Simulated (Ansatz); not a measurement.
# What a trial cell of MoS3 relaxes into

Level of theory: DFT PBE, scalar-relativistic, plane waves, PAW (Ansatz 0.2.0). Cutoff 420 eV, Γ-centred k mesh, Gaussian smearing, no spin polarisation in the final step.

The start puts MoS3 on the ReO3 structure type (Pm-3m, No. 221), with Mo in place of Re, S in place of O, at a guessed volume.

```yaml
crystal:
  lattice:
    - [4.61596, 0.00000, 0.00000]
    - [0.00000, 4.61596, 0.00000]
    - [0.00000, 0.00000, 4.61596]
  atoms:
    - { symbol: Mo, position: [0.00000, 0.00000, 0.00000] }
    - { symbol: S, position: [0.50000, 0.00000, 0.00000] }
    - { symbol: S, position: [0.00000, 0.50000, 0.00000] }
    - { symbol: S, position: [0.00000, 0.00000, 0.50000] }
```

Cell and atoms relax at zero pressure; the relaxation can't lower the symmetry of the start.

Energies over the elements count from the elements' standard structures at the same level, with no empirical corrections.

(1) Describe the relaxed structure.

(2) What are its volume, energy, density and gap?

Answers

(1) It keeps Pm-3m (No. 221). The result has the ReO3 structure. Conventional cell: a = 4.681 Å. Mo has 6 S at 2.34 Å; S has 2 Mo at 2.34 Å.

```cif
data_structure
_symmetry_space_group_name_H-M 'Pm-3m'
_symmetry_Int_Tables_number 221
_cell_length_a 4.6807
_cell_length_b 4.6807
_cell_length_c 4.6807
_cell_angle_alpha 90.000
_cell_angle_beta 90.000
_cell_angle_gamma 90.000
_cell_volume 102.55
loop_
_atom_site_label
_atom_site_type_symbol
_atom_site_symmetry_multiplicity
_atom_site_Wyckoff_symbol
_atom_site_fract_x
_atom_site_fract_y
_atom_site_fract_z
_atom_site_occupancy
Mo1 Mo 1 a 0.00000 0.00000 0.00000 1
S1 S 3 d 0.50000 0.00000 0.00000 1
```

(2) The volume per atom is 25.64 Å³ and the density is 3.11 g/cm³. The energy over the elements is -0.01 eV/atom. The gap on the 10×10×10 mesh is 0 eV (a metal).

The final run used a 10×10×10 mesh on its 4-atom cell and 0.10 eV smearing. The k mesh leaves about 4 meV/atom of noise in metals. A structure relaxed within its symmetry needn't be a true minimum. The steps took of the order of 16 core-seconds in all.

Closed-shell ions balance this formula, so the missing gap can be the error of a semilocal functional.

Cost: 2 runs of about 0.26 core-minutes in all, on Intel Xeon 6975P-C (Granite Rapids) (shared hosts).